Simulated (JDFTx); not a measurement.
Runs of JDFTx 1.7.0 (patched build) on MgS (Niningerite). It takes space group Fm-3m (No. 225, cubic). Conventional cell: a = 5.203 Å, b = 5.203 Å, c = 5.203 Å, α = 90.00°, β = 90.00°, γ = 90.00°. S (site symmetry m-3m) has 6 Mg at 2.60 Å as nearest neighbours. Mg (site symmetry m-3m) is surrounded by 6 S at 2.60 Å. 

| task | level | band ratio of the Davidson solver | max SCF steps | SCF threshold on the energy | solver of the electrons | further solve for the empty bands | gap on the mesh (eV) | pressure (GPa) |
| --- | --- | --- | --- | --- | --- | --- | --- | --- |
| single point | TASK | - | 100 | 1e-09 Ha | scf | yes | (a) | 11.2 |
| single point | LDA | - | 100 | 1e-09 Ha | scf | yes | (b) | -2.6 |
| single point | r2SCAN | - | 100 | 1e-09 Ha | scf | yes | (c) | 0.7 |
| single point | BLYP | - | 100 | 1e-09 Ha | scf | yes | 2.81 | 3.3 |

Alike in all rows: potentials or basis SG15-PBE-1.2 with smoothed tails; no spin polarisation; cell as given; k mesh 4 × 4 × 4; cutoff (eV) 1088; smearing fermi-dirac 0.05 eV; the mesh is coarse, so values aren't converged.

Task: Estimate the missing entries.

Result: (a) 5.17; (b) 2.43; (c) 3.50.

Caveats: all runs use coarse meshes; the potentials were made for another functional, which shifts forces and pressure; the empty levels aren't tightly converged (some runs).

A k mesh can miss the band edges.

Runs at the PBE level aren't shown here.
